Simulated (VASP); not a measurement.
# Ag2O (Pn-3m) in VASP: further runs, part 2 of 2

VASP 6.6.1. Earlier steps stand in the parts before.

### Step 4. Relaxation of cell and atoms, PBE

INCAR reads:

```
PREC     = Accurate       # precision mode
ENCUT    = 600            # plane-wave cutoff, eV
EDIFF    = 1E-6           # SCF threshold, eV
ISMEAR   = 1              # smearing method
SIGMA    = 0.1            # smearing width, eV
LREAL    = False          # projectors in reciprocal space
LASPH    = True           # aspherical terms in the spheres
NELM     = 80             # most SCF steps
ALGO     = Normal         # electronic algorithm
ISIF     = 3              # what is computed and relaxed
LWAVE    = False          # write WAVECAR
LCHARG   = False          # write CHGCAR
GGA      = PE             # functional
IBRION   = 2              # ionic algorithm
NSW      = 90             # ionic steps
EDIFFG   = -0.01          # ionic threshold
KPAR     = 2
```

KPOINTS reads:

```
Automatic mesh
0
Gamma
  8 8 8
```

POSCAR reads:

```
Ag2O
1.0
    4.7180000000      0.0000000000      0.0000000000
    0.0000000000      4.7180000000      0.0000000000
    0.0000000000      0.0000000000      4.7180000000
Ag O
4 2
Direct
    0.2500000000      0.2500000000      0.2500000000
    0.2500000000      0.7500000000      0.7500000000
    0.7500000000      0.7500000000      0.2500000000
    0.7500000000      0.2500000000      0.7500000000
    0.0000000000      0.0000000000      0.0000000000
    0.5000000000      0.5000000000      0.5000000000
```

Potentials or basis: VASP PAW PBE potentials, release 64 (Ag, O).

Started as:

```bash
$ cat potpaw_PBE.64/Ag/POTCAR potpaw_PBE.64/O/POTCAR > POTCAR
$ mpirun -np 2 vasp_std > vasp.out
```

OUTCAR:

```text
PREC = Accurate
   ENCUT = 600
   EDIFF = 1E-6
   ISMEAR = 1
   LREAL = False
   LASPH = True
   NELM = 80
   ISIF = 3
   GGA = PE
   IBRION = 2
   NSW = 90
   EDIFFG = -0.01

 ion  position               nearest neighbor table
   1  0.250  0.250  0.250-   5 2.04   6 2.04   4 3.34   2 3.34   3 3.34   2 3.34   4 3.34   2 3.34
                             3 3.34   2 3.34   3 3.34   4 3.34   4 3.34   3 3.34
   2  0.250  0.750  0.750-   5 2.04   6 2.04   4 3.34   1 3.34   3 3.34   1 3.34   3 3.34   1 3.34
                             4 3.34   1 3.34   3 3.34   4 3.34   3 3.34   4 3.34
   3  0.750  0.750  0.250-   5 2.04   6 2.04   4 3.34   1 3.34   2 3.34   2 3.34   4 3.34   1 3.34
                             4 3.34   4 3.34   1 3.34   2 3.34   2 3.34   1 3.34
   4  0.750  0.250  0.750-   5 2.04   6 2.04   3 3.34   1 3.34   2 3.34   1 3.34   3 3.34   2 3.34
                             3 3.34   3 3.34   1 3.34   2 3.34   1 3.34   2 3.34
   5  0.000  0.000  0.000-   1 2.04   2 2.04   3 2.04   4 2.04
   6  0.500  0.500  0.500-   1 2.04   2 2.04   3 2.04   4 2.04

  LATTYP: Found a simple cubic cell.
 ALAT       =     4.7180000000

  Lattice vectors:

 A1 = (   4.7180000000,   0.0000000000,   0.0000000000)
 A2 = (   0.0000000000,   4.7180000000,   0.0000000000)
 A3 = (   0.0000000000,   0.0000000000,   4.7180000000)

Analysis of symmetry for initial positions (statically):
=====================================================================
 Subroutine PRICEL returns:
 Original cell was already a primitive cell.

 Routine SETGRP: Setting up the symmetry group for a
 simple cubic supercell.

 Subroutine GETGRP returns: Found 48 space group operations
 (whereof 24 operations were pure point group operations)
 out of a pool of 48 trial point group operations.

The static configuration has the point symmetry T_d .
 The point group associated with its full space group is O_h .

Analysis of symmetry for dynamics (positions and initial velocities):
=====================================================================
 Subroutine PRICEL returns:
 Original cell was already a primitive cell.

 Routine SETGRP: Setting up the symmetry group for a
 simple cubic supercell.

 Subroutine GETGRP returns: Found 48 space group operations
 (whereof 24 operations were pure point group operations)
 out of a pool of 48 trial point group operations.

The dynamic configuration has the point symmetry T_d .
 The point group associated with its full space group is O_h .

 Subroutine INISYM returns: Found 48 space group operations
 (whereof 24 operations are pure point group operations),
 and found     1 'primitive' translations

----------------------------------------------------------------------------------------

                                     Primitive cell

  volume of cell :     105.0204

  direct lattice vectors                    reciprocal lattice vectors
     4.718000000  0.000000000  0.000000000     0.211954218  0.000000000  0.000000000
     0.000000000  4.718000000  0.000000000     0.000000000  0.211954218  0.000000000
     0.000000000  0.000000000  4.718000000     0.000000000  0.000000000  0.211954218

  length of vectors
     4.718000000  4.718000000  4.718000000     0.211954218  0.211954218  0.211954218

  position of ions in fractional coordinates (direct lattice)
     0.250000000  0.250000000  0.250000000
     0.250000000  0.750000000  0.750000000
     0.750000000  0.750000000  0.250000000
     0.750000000  0.250000000  0.750000000
     0.000000000  0.000000000  0.000000000
     0.500000000  0.500000000  0.500000000

  ion indices of the primitive-cell ions
   primitive index   ion index
                 1           1
                 2           2
                 3           3
                 4           4
                 5           5
                 6           6

----------------------------------------------------------------------------------------

 KPOINTS: Automatic mesh

Automatic generation of k-mesh.
 Grid dimensions read from file:
 generate k-points for:    8    8    8

 Generating k-lattice:

  Cartesian coordinates                     Fractional coordinates (reciprocal lattice)
     0.026494277  0.000000000  0.000000000     0.125000000  0.000000000  0.000000000
     0.000000000  0.026494277  0.000000000     0.000000000  0.125000000  0.000000000
     0.000000000  0.000000000  0.026494277     0.000000000  0.000000000  0.125000000

  Length of vectors
     0.026494277  0.026494277  0.026494277

  Shift w.r.t. Gamma in fractional coordinates (k-lattice)
     0.000000000  0.000000000  0.000000000

 Subroutine IBZKPT returns following result:
 ===========================================

 Found     35 irreducible k-points:

 Following reciprocal coordinates:
            Coordinates               Weight
  0.000000  0.000000  0.000000      1.000000
  0.125000  0.000000  0.000000      6.000000
  0.250000  0.000000  0.000000      6.000000
  0.375000  0.000000  0.000000      6.000000
  0.500000  0.000000  0.000000      3.000000
  0.125000  0.125000  0.000000     12.000000
[... 16 lines left out ...]
  0.375000  0.375000  0.125000     24.000000
  0.500000  0.375000  0.125000     24.000000
 [... further k-points ...]
   k-points           NKPTS =     35   k-points in BZ     NKDIM =     35   number of bands    NBANDS=     33
   number of dos      NEDOS =    301   number of ions     NIONS =      6
   total plane-waves  NPLWV =  64000
   dimension x,y,z NGX =    40 NGY =   40 NGZ =   40
   dimension x,y,z NGXF=    80 NGYF=   80 NGZF=   80
   ions per type =               4   2
   NGX,Y,Z   is equivalent  to a cutoff of  14.09, 14.09, 14.09 a.u.
   NGXF,Y,Z  is equivalent  to a cutoff of  28.19, 28.19, 28.19 a.u.
 SYSTEM =  unknown system
   PREC   = accura    normal or accurate (medium, high low for compatibility)
   ISTART =      0    job   : 0-new  1-cont  2-samecut
   ICHARG =      2    charge: 1-file 2-atom 10-const
   ISPIN  =      1    spin polarized calculation?
   LNONCOLLINEAR =      F non collinear calculations
   LSORBIT =      F    spin-orbit coupling
   LASPH  =      T    aspherical Exc in radial PAW
   ENCUT  =  600.0 eV  44.10 Ry    6.64 a.u.   9.42  9.42  9.42*2*pi/ulx,y,z
   NELM   =     80;   NELMIN=  2; NELMDL= -5     # of ELM steps
   EDIFF  = 0.1E-05   stopping-criterion for ELM
   LREAL  =      F    real-space projection
   EDIFFG = -.1E-01   stopping-criterion for IOM
   NSW    =     90    number of steps for IOM
   IBRION =      2    ionic relax: 0-MD 1-quasi-New 2-CG
   NFREE  =      1    steps in history (QN), initial steepest desc. (CG)
   ISIF   =      3    stress and relaxation
   ISYM   =      2    0-nonsym 1-usesym 2-fastsym
   POTIM  = 0.5000    time-step for ionic-motion
   TEBEG  =    0.0;   TEEND  =   0.0 temperature during run
   PSTRESS=    0.0 pullay stress
   NELECT =      56.0000    total number of electrons
   NUPDOWN=      -1.0000    fix difference up-down
   EMIN   =  10.00;   EMAX   =-10.00  energy-range for DOS
   EFERMI =   0.00;   METHOD = LEGACY
   ISMEAR =     1;   SIGMA  =   0.10  broadening in eV -4-tet -1-fermi 0-gaus
   EFERMI_NEDOS =   21; number of points for ismear=-14 and -15
   IALGO  =     38    algorithm
   IMIX   =      4    mixing-type and parameters
     AMIX     =   0.40;   BMIX     =  1.00
     AMIX_MAG =   1.60;   BMIX_MAG =  1.00
  volume/ion in A,a.u.               =      17.50       118.12
  Fermi-wavevector in a.u.,A,eV,Ry     =   1.327536  2.508679 23.978245  1.762351
  Thomas-Fermi vector in A             =   2.456841
   LORBIT       =      0    0 simple, 1 ext, 2 COOP (PROOUT), +10 PAW based schemes
   GGA     = PE    functional components
   LHFCALC =     F    Hartree Fock is set to
   AEXX    =    0.0000 exact exchange contribution
   IVDW    =     0    specifies the selected vdW correction
   LEPSILON=     F    determine dielectric tensor
   LRPA    =     F    only Hartree local field effects (RPA)
 conjugate gradient relaxation of ions
 non-spin polarized calculation
 Methfessel and Paxton  Order N= 1 SIGMA  =   0.10
  energy-cutoff  :      600.00
  volume of cell :      105.02
 maximum number of plane-waves:      3544
 NGX is ok and might be reduce to    40
   NGX = 19   NGY = 19   NGZ = 19

--------------------------------------- Ionic step        1  -------------------------------------------

 number of electron      56.0000025 magnetization

 Free energy of the ion-electron system (eV)
  ---------------------------------------------------
  ext. energy  EPLUGINS =         0.00000000
  ---------------------------------------------------
  free energy    TOTEN  =       -21.37122280 eV

  energy without entropy =      -21.37159760  energy(sigma->0) =      -21.37134773

 E-fermi :   4.7399     XC(G=0): -10.5406

 val. band max:        4.7105341588   @ k =   0.0000   0.0000   0.0000
 cond. band min:       4.7464819440   @ k =   0.0000   0.0000   0.0000
 fundamental gap:      0.0359477853
 Fermi energy:         4.7399464419

 k-point     1 :       0.0000    0.0000    0.0000
  band No.  band energies     occupation
      1     -14.2137      2.00000
      2     -13.5204      2.00000
      3      -2.1922      2.00000
      4      -2.1922      2.00000
      5      -2.1922      2.00000
      6       0.0472      2.00000
[... 932 lines left out ...]
  energy  without entropy=      -21.4505786000  energy(sigma->0) =      -21.45020840

--------------------------------------- Ionic step        3  -------------------------------------------

 number of electron      55.9999978 magnetization

 Free energy of the ion-electron system (eV)
  ---------------------------------------------------
  ext. energy  EPLUGINS =         0.00000000
  ---------------------------------------------------
  free energy    TOTEN  =       -21.45588964 eV

  energy without entropy =      -21.45642424  energy(sigma->0) =      -21.45606784

 E-fermi :   4.0372     XC(G=0): -10.2260

 val. band max:        4.0128902097   @ k =   0.0000   0.0000   0.0000
 cond. band min:       4.1627385957   @ k =   0.1250   0.0000   0.0000
 fundamental gap:      0.1498483860
 Fermi energy:         4.0372080379

 k-point     1 :       0.0000    0.0000    0.0000
  band No.  band energies     occupation
      1     -14.4053      2.00000
      2     -13.8196      2.00000
      3      -2.3491      2.00000
      4      -2.3491      2.00000
      5      -2.3491      2.00000
      6      -0.2583      2.00000
[... 888 lines left out ...]
  FREE ENERGIE OF THE ION-ELECTRON SYSTEM (eV)
  ---------------------------------------------------
  free  energy   TOTEN  =       -21.4558896410 eV

  energy  without entropy=      -21.4564242435  energy(sigma->0) =      -21.45606784

 reached required accuracy - stopping structural energy minimisation
```

It took 2.1 min on 2 MPI ranks of Intel Xeon Platinum 8559C (Emerald Rapids), shared host; peak memory 0.31 GiB.

What came out:

```
Free energy                            : -21.4559 eV
Relaxed volume                         : 18.53 Å³/atom
Relaxed cell                           : a = 4.809 Å, b = 4.809 Å, c = 4.809 Å, α = 90.00°, β = 90.00°, γ = 90.00°
Space group after relaxing (to 0.05 Å) : Pn-3m (No. 224)
Energy gained by relaxing              : 14.1 meV/atom
Ionic steps                            : 3
Pressure after relaxing                : 0.0 GPa
Band gap on the k mesh                 : none (metal or under the smearing width)
```

The path:
```
step  energy change (eV)  largest force (eV/Å)  pressure (GPa)  volume (Å³)
   1              0.0000                0.0000            4.66       105.02
   2             -0.0788                0.0000           -1.05       112.95
   3             -0.0847                0.0000            0.00       111.18
```

Final structure:
```
Ag O
1.0
     4.80853    0.00000    0.00000
     0.00000    4.80853    0.00000
     0.00000    0.00000    4.80853
Ag O
4 2
Direct
  0.25000 0.25000 0.25000
  0.25000 0.75000 0.75000
  0.75000 0.75000 0.25000
  0.75000 0.25000 0.75000
  0.00000 0.00000 0.00000
  0.50000 0.50000 0.50000
```

Levels at points of the mesh, in eV from the Fermi level:
```csv
k point,band 24,band 25,band 26,band 27,band 28,band 29,band 30,band 31,band 32,band 33
"(0.00, 0.00, 0.00)",-2.54,-2.54,-0.07,-0.02,-0.02,-0.02,2.21,2.21,7.01,7.01
"(0.50, 0.00, 0.00)",-2.45,-1.51,-1.51,-0.45,-0.45,2.00,2.00,4.77,4.77,6.71
"(0.50, 0.50, 0.00)",-1.87,-1.53,-1.53,-0.78,-0.78,2.10,2.10,3.67,3.67,6.67
"(0.50, 0.50, 0.50)",-2.61,-1.75,-0.67,-0.67,-0.67,2.71,2.71,2.71,4.71,4.71
```

### Step 5. Relaxation of cell and atoms, PBE

This run uses another cell than the first one, of 18.53 Å³/atom, 1.059 times its volume.

Changes to INCAR since step 4:

```diff
@@ -2,3 +2,3 @@
 ENCUT    = 600            # plane-wave cutoff, eV
-EDIFF    = 1E-6           # SCF threshold, eV
+EDIFF    = 1E-7           # SCF threshold, eV
 ISMEAR   = 1              # smearing method
@@ -15,3 +15,3 @@
 NSW      = 90             # ionic steps
-EDIFFG   = -0.01          # ionic threshold
+EDIFFG   = -0.005         # ionic threshold
 KPAR     = 2
```

KPOINTS is that of step 4.

POSCAR reads:

```
Ag2O                                    
1.0
    4.8085305644      0.0000000000     -0.0000000000
    0.0000000000      4.8085305644      0.0000000000
    0.0000000000     -0.0000000000      4.8085305644
  Ag              O             
     4     2
Direct
     0.2500000000000000    0.2500000000000000    0.2500000000000000
     0.2500000000000000    0.7500000000000000    0.7500000000000000
     0.7500000000000000    0.7500000000000000    0.2500000000000000
     0.7500000000000000    0.2500000000000000    0.7500000000000000
     0.0000000000000000    0.0000000000000000    0.0000000000000000
     0.5000000000000000    0.5000000000000000    0.5000000000000000
```

Started as:

```bash
$ cat potpaw_PBE.64/Ag/POTCAR potpaw_PBE.64/O/POTCAR > POTCAR
$ mpirun -np 2 vasp_std > vasp.out
```

Wall time 63 s (2 MPI ranks of Intel Xeon Platinum 8559C (Emerald Rapids), shared host); peak memory 0.3 GiB.

The run converged. Its results:

* Free energy: -21.4625 eV
* Pressure after relaxing: 0.0 GPa
* Band gap on the k mesh: none (metal or under the smearing width)

Final structure:
```cif
data_structure
_symmetry_space_group_name_H-M 'P 1'
_symmetry_Int_Tables_number 1
_cell_length_a 4.8085
_cell_length_b 4.8085
_cell_length_c 4.8085
_cell_angle_alpha 90.000
_cell_angle_beta 90.000
_cell_angle_gamma 90.000
_cell_volume 111.18
loop_
_atom_site_label
_atom_site_type_symbol
_atom_site_fract_x
_atom_site_fract_y
_atom_site_fract_z
_atom_site_occupancy
Ag1 Ag 0.25000 0.25000 0.25000 1
Ag2 Ag 0.25000 0.75000 0.75000 1
Ag3 Ag 0.75000 0.75000 0.25000 1
Ag4 Ag 0.75000 0.25000 0.75000 1
O1 O 0.00000 0.00000 0.00000 1
O2 O 0.50000 0.50000 0.50000 1
```

Levels at points of the mesh, in eV from the Fermi level:
| k point | band 24 | band 25 | band 26 | band 27 | band 28 | band 29 | band 30 | band 31 | band 32 | band 33 |
| --- | --- | --- | --- | --- | --- | --- | --- | --- | --- | --- |
| (0.00, 0.00, 0.00) | -2.54 | -2.54 | -0.07 | -0.02 | -0.02 | -0.02 | 2.21 | 2.21 | 7.01 | 7.01 |
| (0.50, 0.00, 0.00) | -2.45 | -1.51 | -1.51 | -0.45 | -0.45 | 2.00 | 2.00 | 4.77 | 4.77 | 6.71 |
| (0.50, 0.50, 0.00) | -1.87 | -1.53 | -1.53 | -0.78 | -0.78 | 2.10 | 2.10 | 3.67 | 3.67 | 6.67 |
| (0.50, 0.50, 0.50) | -2.61 | -1.75 | -0.67 | -0.67 | -0.67 | 2.71 | 2.71 | 2.71 | 4.71 | 4.71 |

Caveat: the relaxation stopped at its first step, so nothing moved.
